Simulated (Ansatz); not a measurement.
**In under changes of volume**

One of the cells (26.144 Å³/atom); the others are scaled copies at fixed shape and fractional positions:

```
CELL_PARAMETERS angstrom
-1.62547 1.62547 2.47370
1.62547 -1.62547 2.47370
1.62547 1.62547 -2.47370
ATOMIC_POSITIONS crystal
In 0.00000 0.00000 0.00000
```

* Program: Ansatz 0.2.0
* Functional: PBEsol
* Potentials or basis: Ansatz PAW
* Cutoff: 420 eV (not typed: the program's choice for these potentials)
* k mesh: 11 × 11 × 11
* Occupations: fermi-dirac, width 0.05 eV
* Spin: no spin polarisation

| volume (Å³/atom) | energy over the lowest point (meV/atom) | pressure (GPa) |
| --- | --- | --- |
| 24.575 | ? | ? |
| 25.098 | 1.15 | 0.9 |
| 25.621 | 0.00 | -0.1 |
| 26.144 | 1.76 | -0.9 |
| 26.666 | 6.08 | -1.7 |
| 27.189 | 12.65 | -2.3 |
| 27.712 | 21.21 | -2.9 |

**Question.** What does the run at 24.575 Å³/atom give?

**Answer.** Energy over the lowest point 5.64 meV/atom; pressure 2.0 GPa.

Worked out: A Birch-Murnaghan fit of order 3 (a polynomial in V^(-2/3)) to the other rows has its minimum at 25.56 Å³/atom with B0 = V·E''(V) = 44 GPa and B' = 5.2 at fixed shape and positions, which overstates the stiffness. It gives 5.61 meV/atom at 24.575 Å³/atom, against the run's 5.64, and -dE/dV = 1.9 GPa, against 2.0.

Energies are extrapolated to zero smearing.

Caveats: the PAW data sets come from PBE, with cores solved anew for the run's functional, which leaves a small shift of forces and pressure.
